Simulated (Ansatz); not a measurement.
Formation energy of ZnAu

Level of theory: DFT, PBE with spin–orbit coupling, two-component spinors; plane waves to 420 eV with PAW datasets (Ansatz 0.2.0), 10×10×10 k-mesh, Gaussian smearing of 0.05 eV; PAW files: Ansatz's generated set soft_2.

The chain of runs began from a cell as deposited in COD, expanded in volume.

Symmetry: Pm-3m, No. 221, cubic system. Conventional cell: a = 3.179 Å, b = 3.179 Å, c = 3.179 Å, α = 90.00°, β = 90.00°, γ = 90.00°. Zn (site symmetry m-3m) is surrounded by 8 Au at 2.75 Å. Around Au (site symmetry m-3m) lie 8 Zn at 2.75 Å. (Neighbours are counted to 15 % beyond the shortest distance.)

The elements were computed in their standard states with the same datasets, cutoff and functional. Absolute energies hang on the potentials; compare differences alone.

Energy of the relaxed cell (2 atoms, smearing extrapolated to zero): -16506.334 eV. Elements, in eV/atom: Zn -3319.102, Au -13186.806.

**Question.** What is the formation energy?

**Answer.** [-16506.334 − (1 × -3319.102 + 1 × -13186.806)] / 2 = -0.21 eV/atom, or -21 kJ per mole of atoms.

The value is for 0 K, without zero-point energy. A negative value shows stability against the elements alone, not against other compounds or structures.

The calculation's cell holds 31 valence electrons, an odd number. Without magnetic order each Kramers pair of bands takes two, so one stays part-filled and the crystal must be a metal. The relaxed cell is 4 % larger in volume than the cell of this structure in the Crystallography Open Database (15.48 Å³/atom, 1983).
